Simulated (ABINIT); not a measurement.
# Cu (Fm-3m) in ABINIT: further runs

One crystal, Cu, is run at these levels: revPBE, LDA-Teter, PBE; tasks: band structure.

Everything below comes from runs of ABINIT 10.8.3 (patched build). Logs are shortened: lines on timing, memory, paths and dates and some standing lists are left out, and cuts for length are marked. The log counts tension as positive stress, the text compression.

## 1. The structure

The structure is cubic, space group Fm-3m (No. 225). Conventional cell: a = 3.615 Å, b = 3.615 Å, c = 3.615 Å, α = 90.00°, β = 90.00°, γ = 90.00°. Cu (site symmetry m-3m) has 12 Cu at 2.56 Å as nearest neighbours.

## 2. Band structure, revPBE

run.abi

```
# Datasets: ground state, then fixed potential
ndtset 2

# Pseudopotentials
pp_dirpath "./"
pseudos "Cu.upf"

# Structure
acell 2.556191014 2.556191014 2.556191014 Angstrom
rprim
     0.0000000000     0.7071067812     0.7071067812
     0.7071067812     0.0000000000     0.7071067812
     0.7071067812     0.7071067812     0.0000000000
ntypat 1
znucl 29
natom 1
typat 1
xred
     0.0000000000     0.0000000000     0.0000000000

# Plane-wave basis
ecut 46.0

# Exchange and correlation
ixc 14

# Bands and occupations
occopt 3
tsmear 0.00183747

# SCF cycle
nstep 100

# Output
iomode 3
prtwf 0
prteig 0
prtebands 0
enunit 1
prtden1 1

# Dataset 1
kptopt1 1
ngkpt1 13 13 13
nshiftk1 1
shiftk1 0.0 0.0 0.0
nband1 14
tolvrs1 1.0e-10

# Dataset 2: bands along G-X-W-K-G-L-U-W-L-K
iscf2 -2
getden2 1
nband2 18
nbdbuf2 2
tolwfr2 1.0e-12
kptopt2 -9
ndivsm2 8
prteig2 1
kptbounds2
     0.0000000000     0.0000000000     0.0000000000
     0.5000000000     0.0000000000     0.5000000000
     0.5000000000     0.2500000000     0.7500000000
     0.3750000000     0.3750000000     0.7500000000
     0.0000000000     0.0000000000     0.0000000000
     0.5000000000     0.5000000000     0.5000000000
     0.6250000000     0.2500000000     0.6250000000
     0.5000000000     0.2500000000     0.7500000000
     0.5000000000     0.5000000000     0.5000000000
     0.3750000000     0.3750000000     0.7500000000
```

Potentials or basis: PseudoDojo NC SR PBE v0.4.1 standard.

Started as:

```bash
$ abinit run.abi > log 2>&1
```

run.abo:

```text
.Version 10.8.3 of ABINIT
 DATASET    1 : space group Fm -3 m (#225); Bravais cF (face-center cubic)
================================================================================
 Values of the parameters that define the memory need for DATASET  1.
     intxc =       0    ionmov =       0      iscf =       7    lmnmax =       6
     lnmax =       6     mgfft =      30  mpssoang =       3    mqgrid =    3001
     natom =       1  nloc_mem =       1    nspden =       1   nspinor =       1
    nsppol =       1      nsym =      48    n1xccc =    2501    ntypat =       1
    occopt =       3   xclevel =       2
       mpw =        1219          nfft =       27000          nkpt =          84
================================================================================
================================================================================

 DATASET    2 : space group Fm -3 m (#225); Bravais cF (face-center cubic)
================================================================================
 Values of the parameters that define the memory need for DATASET  2.
     intxc =       0    ionmov =       0      iscf =      -2    lmnmax =       6
     lnmax =       6     mgfft =      30  mpssoang =       3    mqgrid =    3001
     natom =       1  nloc_mem =       1    nspden =       1   nspinor =       1
    nsppol =       1      nsym =      48    n1xccc =    2501    ntypat =       1
    occopt =       3   xclevel =       2
       mpw =        1243          nfft =       27000          nkpt =         139
================================================================================
================================================================================

--------------------------------------------------------------------------------
------------- Echo of variables that govern the present computation ------------
--------------------------------------------------------------------------------
 -outvars: echo values of preprocessed input variables --------
            acell      4.8305009420E+00  4.8305009420E+00  4.8305009420E+00 Bohr
              amu      6.35460000E+01
             ecut      4.60000000E+01 Hartree
           enunit           1
           getden1          0
           getden2          1
             iscf1          7
             iscf2         -2
                       outvar_i_n : Printing only first  50 k-points.
              ixc          14
           jdtset        1    2
                       outvar_i_n : Printing only first  50 k-points.
           kptopt1          1
           kptopt2         -9
         kptrlatt       13    0    0      0   13    0      0    0   13
          kptrlen1     6.27965122E+01
          kptrlen2     3.00000000E+01
            natom           1
            nband1         14
            nband2         18
           nbdbuf1          0
           nbdbuf2          2
           ndtset           2
[... 1188 lines left out ...]
- [  3.4156800,   0.0000000,   3.4156800, ]
- [  3.4156800,   3.4156800,   0.0000000, ]
lattice_lengths: [   4.83050,    4.83050,    4.83050, ]
lattice_angles: [ 60.000,  60.000,  60.000, ] # degrees, (23, 13, 12)
lattice_volume:   7.9700586E+01
convergence: {deltae:  0.000E+00, res2:  0.000E+00, residm:  9.994E-13, diffor:  0.000E+00, }
etotal    :  -1.89648158E+02
entropy   :   0.00000000E+00
fermie    :   3.78092414E-01
cartesian_stress_tensor: null
pressure_GPa: null
xred      :
- [  0.0000E+00,   0.0000E+00,   0.0000E+00, Cu]
cartesian_forces: null
force_length_stats: {min: null, max: null, mean: null, }
...

 Integrated electronic density in atomic spheres:
 ------------------------------------------------
 Atom  Sphere_radius  Integrated_density
    1        2.00000         17.35177563
================================================================================

 ----iterations are completed or convergence reached----

 Mean square residual over all n,k,spin=   40.609E-14; max=  99.935E-14
 reduced coordinates (array xred) for    1 atoms
       0.000000000000      0.000000000000      0.000000000000

 cartesian coordinates (angstrom) at end:
    1      0.00000000000000     0.00000000000000     0.00000000000000
 length scales=  4.830500941967  4.830500941967  4.830500941967 bohr
              =  2.556191014000  2.556191014000  2.556191014000 angstroms
 Eigenvalues (   eV  ) for nkpt= 139  k points:
 kpt#   1, nband= 18, wtk=  1.00000, kpt=  0.0000  0.0000  0.0000 (reduced coord)
-102.47492  -59.83160  -59.83160  -59.83160    0.67880    7.13169    7.13169    7.13169
   7.97472    7.97472   32.67748   35.35268   35.35268   35.35268   37.71752   37.71752
  37.71752   41.47497
 kpt#   2, nband= 18, wtk=  1.00000, kpt=  0.0217  0.0000  0.0217 (reduced coord)
-102.47483  -59.83208  -59.83179  -59.83179    0.70183    7.12468    7.13720    7.13720
   7.96837    7.97726   32.58887   35.03901   35.03901   35.24551   37.85529   38.04300
  38.04300   41.56834
 kpt#   3, nband= 18, wtk=  1.00000, kpt=  0.0435  0.0000  0.0435 (reduced coord)
-102.47457  -59.83353  -59.83236  -59.83236    0.77080    7.10380    7.15370    7.15370
   7.94951    7.98482   32.34852   34.36331   34.36331   34.95036   38.24294   38.75378
  38.75378   41.74142
 kpt#   4, nband= 18, wtk=  1.00000, kpt=  0.0652  0.0000  0.0652 (reduced coord)
-102.47415  -59.83591  -59.83330  -59.83330    0.88530    7.06951    7.18108    7.18108
   7.91872    7.99727   32.01018   33.57799   33.57799   34.52450   38.82620   39.59638
  39.59638   41.53222
 kpt#   5, nband= 18, wtk=  1.00000, kpt=  0.0870  0.0000  0.0870 (reduced coord)
[... 525 lines left out ...]
   8.45537   13.70214   14.83993   19.74355   26.31609   29.72447   41.81541   44.18040
  45.13658   49.91966
 kpt# 137, nband= 18, wtk=  1.00000, kpt=  0.3929  0.3929  0.7143 (reduced coord)
-102.45717  -59.91430  -59.89548  -59.86202    5.94874    6.15004    7.17881    7.97258
   8.45620   14.19870   15.04052   18.87456   25.90573   29.57862   40.86233   45.07215
  46.02969   49.92400
 kpt# 138, nband= 18, wtk=  1.00000, kpt=  0.3839  0.3839  0.7321 (reduced coord)
-102.45692  -59.91440  -59.89641  -59.86338    5.89546    6.10117    7.27524    8.05018
   8.46649   14.50637   15.32351   18.23181   25.54409   29.45099   39.90433   45.83470
  46.87834   50.12474
 kpt# 139, nband= 18, wtk=  1.00000, kpt=  0.3750  0.3750  0.7500 (reduced coord)
-102.45677  -59.91621  -59.89493  -59.86455    5.83079    6.06088    7.37539    8.10758
   8.48845   14.39525   15.80468   17.93572   25.23459   29.34187   38.96949   46.40539
  47.58457   50.58243

== END DATASET(S) ==============================================================
================================================================================

 -outvars: echo values of variables after computation  --------
            acell      4.8305009420E+00  4.8305009420E+00  4.8305009420E+00 Bohr
           etotal1    -1.8964815799E+02
            fcart1    -0.0000000000E+00 -0.0000000000E+00 -0.0000000000E+00
            rprim      0.0000000000E+00  7.0710678120E-01  7.0710678120E-01
                       7.0710678120E-01  0.0000000000E+00  7.0710678120E-01
                       7.0710678120E-01  7.0710678120E-01  0.0000000000E+00
           strten1    -1.9196880694E-04 -1.9196880694E-04 -1.9196880694E-04
                       0.0000000000E+00  0.0000000000E+00  0.0000000000E+00
 Calculation completed.
```

Run time: 52 s. Hardware: 1 thread of Intel Xeon 6975P-C (Granite Rapids), shared host; peak memory 0.11 GiB.

Results:

| Property | Result |
| --- | --- |
| Free energy | -5160.5893 eV |
| Pressure | 5.6 GPa |
| Band gap on the k mesh | none (metal or under the smearing width) |
| Valence electrons inside the program's atomic spheres | Cu 17.35 (radii [1.0584] Å) |

Levels at the corners of the path, in eV from the Fermi level:
| point | band 6 | band 7 | band 8 | band 9 | band 10 | band 11 | band 12 | band 13 |
| --- | --- | --- | --- | --- | --- | --- | --- | --- |
| Γ | -3.16 | -3.16 | -3.16 | -2.31 | -2.31 | 22.39 | 25.06 | 25.06 |
| X | -4.58 | -1.76 | -1.60 | -1.60 | 1.23 | 6.93 | 12.86 | 12.86 |
| W | -3.69 | -3.69 | -2.36 | -1.60 | 5.98 | 5.98 | 8.09 | 8.61 |
| K | -4.23 | -2.91 | -2.18 | -1.80 | 4.11 | 5.52 | 7.65 | 14.95 |
| Γ | -3.16 | -3.16 | -3.16 | -2.31 | -2.31 | 22.39 | 25.06 | 25.06 |
| L | -3.19 | -3.19 | -1.74 | -1.74 | -1.27 | 3.59 | 20.86 | 21.89 |
| U | -4.23 | -2.91 | -2.18 | -1.80 | 4.11 | 5.52 | 7.65 | 14.95 |
| W | -3.69 | -3.69 | -2.36 | -1.60 | 5.98 | 5.98 | 8.09 | 8.61 |
| L | -3.19 | -3.19 | -1.74 | -1.74 | -1.27 | 3.59 | 20.86 | 21.89 |
| K | -4.23 | -2.91 | -2.18 | -1.80 | 4.11 | 5.52 | 7.65 | 14.95 |

Caveat: the potentials were made for another functional, which shifts forces and pressure.

## 3. Band structure, LDA-Teter

Edit run.abi of step 2 so:

```diff
@@ -8,7 +8,7 @@
 # Structure
-acell 2.556191014 2.556191014 2.556191014 Angstrom
+acell 3*1.0 Angstrom
 rprim
-     0.0000000000     0.7071067812     0.7071067812
-     0.7071067812     0.0000000000     0.7071067812
-     0.7071067812     0.7071067812     0.0000000000
+     0.0000000000     1.8075000000     1.8075000000
+     1.8075000000     0.0000000000     1.8075000000
+     1.8075000000     1.8075000000     0.0000000000
 ntypat 1
@@ -17,10 +17,10 @@
 typat 1
-xred
-     0.0000000000     0.0000000000     0.0000000000
+xcart
+     0.0000000000     0.0000000000     0.0000000000 Angstrom
 
 # Plane-wave basis
-ecut 46.0
+ecut 1142.878222 eV
 
 # Exchange and correlation
-ixc 14
+ixc 1
 
@@ -28,3 +28,3 @@
 occopt 3
-tsmear 0.00183747
+tsmear 0.05 eV
 
@@ -56,3 +56,3 @@
 kptopt2 -9
-ndivsm2 8
+ndivsm2 5
 prteig2 1
```

Potentials or basis: PseudoDojo NC SR LDA v0.4.1 standard.

Started as:

```bash
$ abinit run.abi > log 2>&1
```

It took 39 s on 1 thread of Intel Xeon 6975P-C (Granite Rapids), shared host; peak memory 0.11 GiB.

Results (log left out):

```
Free energy                                           : -5155.7382 eV
Band gap on the k mesh                                : none (metal or under the smearing width)
Valence electrons inside the program's atomic spheres : Cu 17.36 (radii [1.0584] Å)
```

Levels at the corners of the path, in eV from the Fermi level:
| point | band 6 | band 7 | band 8 | band 9 | band 10 | band 11 | band 12 | band 13 |
| --- | --- | --- | --- | --- | --- | --- | --- | --- |
| Γ | -3.19 | -3.19 | -3.19 | -2.33 | -2.33 | 22.56 | 24.93 | 24.93 |
| X | -4.61 | -1.76 | -1.61 | -1.61 | 1.23 | 6.90 | 12.75 | 12.75 |
| W | -3.72 | -3.72 | -2.38 | -1.61 | 5.97 | 5.97 | 8.19 | 8.41 |
| K | -4.25 | -2.93 | -2.19 | -1.82 | 4.11 | 5.51 | 7.58 | 14.84 |
| Γ | -3.19 | -3.19 | -3.19 | -2.33 | -2.33 | 22.56 | 24.93 | 24.93 |
| L | -3.22 | -3.22 | -1.76 | -1.76 | -1.23 | 3.52 | 21.05 | 21.66 |
| U | -4.25 | -2.93 | -2.19 | -1.82 | 4.11 | 5.51 | 7.58 | 14.84 |
| W | -3.72 | -3.72 | -2.38 | -1.61 | 5.97 | 5.97 | 8.19 | 8.41 |
| L | -3.22 | -3.22 | -1.76 | -1.76 | -1.23 | 3.52 | 21.05 | 21.66 |
| K | -4.25 | -2.93 | -2.19 | -1.82 | 4.11 | 5.51 | 7.58 | 14.84 |

Caveat: the cutoff is too short for stress, so the log's stress isn't used.

## 4. Band structure, PBE

run.abi

```
ndtset 2

pp_dirpath "./"
pseudos "Cu.upf"

acell 4.8305009387 4.8305009387 4.8305009387
rprim
     0.0000000000     0.7071067812     0.7071067812
     0.7071067812     0.0000000000     0.7071067812
     0.7071067812     0.7071067812     0.0000000000
ntypat 1
znucl 29
natom 1
typat 1
xred
     0.0000000000     0.0000000000     0.0000000000

ecut 1251.723767 eV

ixc 11

occopt 3
tsmear 0.00183747

nstep 100

iomode 3
prtwf 0
prteig 0
prtebands 0
prtden1 1

kptopt1 1
ngkpt1 13 13 13
nshiftk1 1
shiftk1 0.0 0.0 0.0
nband1 14
tolvrs1 1.0e-10

iscf2 -2
getden2 1
nband2 18
nbdbuf2 2
tolwfr2 1.0e-12
kptopt2 -9
ndivsm2 5
prteig2 1
prtvol2 -3
kptbounds2
     0.0000000000     0.0000000000     0.0000000000
     0.5000000000     0.0000000000     0.5000000000
     0.5000000000     0.2500000000     0.7500000000
     0.3750000000     0.3750000000     0.7500000000
     0.0000000000     0.0000000000     0.0000000000
     0.5000000000     0.5000000000     0.5000000000
     0.6250000000     0.2500000000     0.6250000000
     0.5000000000     0.2500000000     0.7500000000
     0.5000000000     0.5000000000     0.5000000000
     0.3750000000     0.3750000000     0.7500000000
```

Potentials or basis: Ansatz NC PBE.

Started as:

```bash
$ abinit run.abi > log 2>&1
```

run.abo:

```text
[... set-up lines left out ...]
 ETOT  1  -189.59810036953    -1.896E+02 3.551E-01 2.086E+02
 ETOT  2  -189.60858939084    -1.049E-02 6.296E-03 4.875E+02
 ETOT  3  -189.76037403674    -1.518E-01 3.757E-03 3.046E-01
 ETOT  4  -189.76051116244    -1.371E-04 5.008E-04 4.126E-02
 ETOT  5  -189.76052007344    -8.911E-06 1.222E-04 1.079E-04
 ETOT  6  -189.76052012532    -5.188E-08 6.885E-05 1.074E-05
 ETOT  7  -189.76052012808    -2.767E-09 3.229E-05 7.040E-08
 ETOT  8  -189.76052012811    -2.370E-11 2.601E-05 1.862E-09
 ETOT  9  -189.76052012810     2.927E-12 1.928E-05 3.817E-12

 At SCF step    9       vres2   =  3.82E-12 < tolvrs=  1.00E-10 =>converged.

 Cartesian components of stress tensor (hartree/bohr^3)
  sigma(1 1)= -5.52828766E-05  sigma(3 2)=  0.00000000E+00
  sigma(2 2)= -5.52828766E-05  sigma(3 1)=  0.00000000E+00
  sigma(3 3)= -5.52828766E-05  sigma(2 1)=  0.00000000E+00

--- !ResultsGS
[... 781 lines left out ...]
   1.51277    1.51277
 kpt#   5, nband= 18, wtk=  1.00000, kpt=  0.1429  0.0000  0.1429 (reduced coord)
[... 317 lines left out ...]
   0.30448    0.46592    0.52800    0.78297    0.98962    1.09747    1.55740    1.56414
   1.62294    1.84601
 kpt#  85, nband= 18, wtk=  1.00000, kpt=  0.4028  0.4028  0.6944 (reduced coord)
  -3.77110   -2.20624   -2.20533   -2.20418    0.21302    0.22267    0.25438    0.28255
   0.30407    0.49626    0.53850    0.72360    0.96267    1.08783    1.53402    1.61257
   1.64913    1.82704
 kpt#  86, nband= 18, wtk=  1.00000, kpt=  0.3889  0.3889  0.7222 (reduced coord)
  -3.77108   -2.20615   -2.20550   -2.20426    0.21148    0.21899    0.25900    0.28770
   0.30421    0.52311    0.55088    0.67571    0.93969    1.07973    1.47959    1.66189
   1.69976    1.82938
 kpt#  87, nband= 18, wtk=  1.00000, kpt=  0.3750  0.3750  0.7500 (reduced coord)
  -3.77107   -2.20623   -2.20545   -2.20433    0.20799    0.21648    0.26470    0.29131
   0.30527    0.52377    0.57542    0.65276    0.92117    1.07325    1.42583    1.69730
   1.74256    1.85139

== END DATASET(S) ==============================================================
================================================================================

 -outvars: echo values of variables after computation  --------
            acell      4.8305009387E+00  4.8305009387E+00  4.8305009387E+00 Bohr
           etotal1    -1.8976052013E+02
            fcart1    -0.0000000000E+00 -0.0000000000E+00 -0.0000000000E+00
            rprim      0.0000000000E+00  7.0710678120E-01  7.0710678120E-01
                       7.0710678120E-01  0.0000000000E+00  7.0710678120E-01
                       7.0710678120E-01  7.0710678120E-01  0.0000000000E+00
           strten1    -5.5282876639E-05 -5.5282876639E-05 -5.5282876639E-05
                       0.0000000000E+00  0.0000000000E+00  0.0000000000E+00
 Calculation completed.
```

Run time: 45 s. Hardware: 1 thread of Intel Xeon 6975P-C (Granite Rapids), shared host; peak memory 0.11 GiB.

What came out:

```yaml
Free_energy: -5163.6468 eV
Pressure: 1.6 GPa
Band_gap_on_the_k_mesh: none (metal or under the smearing width)
Valence_electrons_inside_the_program's_atomic_spheres: Cu 17.36 (radii [1.0584] Å)
```

Levels at the corners of the path, in eV from the Fermi level:
```csv
point,band 5,band 6,band 7,band 8,band 9,band 10,band 11,band 12,band 13,band 14
Γ,-9.59,-3.18,-3.18,-3.18,-2.34,-2.34,22.41,25.03,25.03,25.03
X,-5.06,-4.59,-1.78,-1.63,-1.63,1.26,6.92,12.85,12.85,17.38
W,-4.31,-3.70,-3.70,-2.38,-1.62,5.99,5.99,8.12,8.56,28.01
K,-4.47,-4.24,-2.93,-2.20,-1.82,4.12,5.53,7.63,14.93,19.07
Γ,-9.59,-3.18,-3.18,-3.18,-2.34,-2.34,22.41,25.03,25.03,25.03
L,-5.27,-3.21,-3.21,-1.77,-1.77,-1.24,3.57,20.90,21.84,21.84
U,-4.47,-4.24,-2.93,-2.20,-1.82,4.12,5.53,7.63,14.93,19.07
W,-4.31,-3.70,-3.70,-2.38,-1.62,5.99,5.99,8.12,8.56,28.01
L,-5.27,-3.21,-3.21,-1.77,-1.77,-1.24,3.57,20.90,21.84,21.84
K,-4.47,-4.24,-2.93,-2.20,-1.82,4.12,5.53,7.63,14.93,19.07
```

## 5. The runs side by side

| level | potentials or basis | cutoff (eV) | gap on the mesh (eV) | pressure (GPa) |
| --- | --- | --- | --- | --- |
| revPBE | PseudoDojo NC SR PBE v0.4.1 standard | 1252 | none | 5.6 |
| LDA-Teter | PseudoDojo NC SR LDA v0.4.1 standard | 1143 | none | - |
| PBE | Ansatz NC PBE | 1252 | none | 1.6 |

Alike in all rows: task band structure; no spin polarisation; cell as given; k mesh 13 × 13 × 13; smearing fermi-dirac 0.05 eV.

Caveats: the potentials were made for another functional, which shifts forces and pressure (some runs).

Total energies depend on the potentials used, so only differences within one code and one set of settings carry meaning.
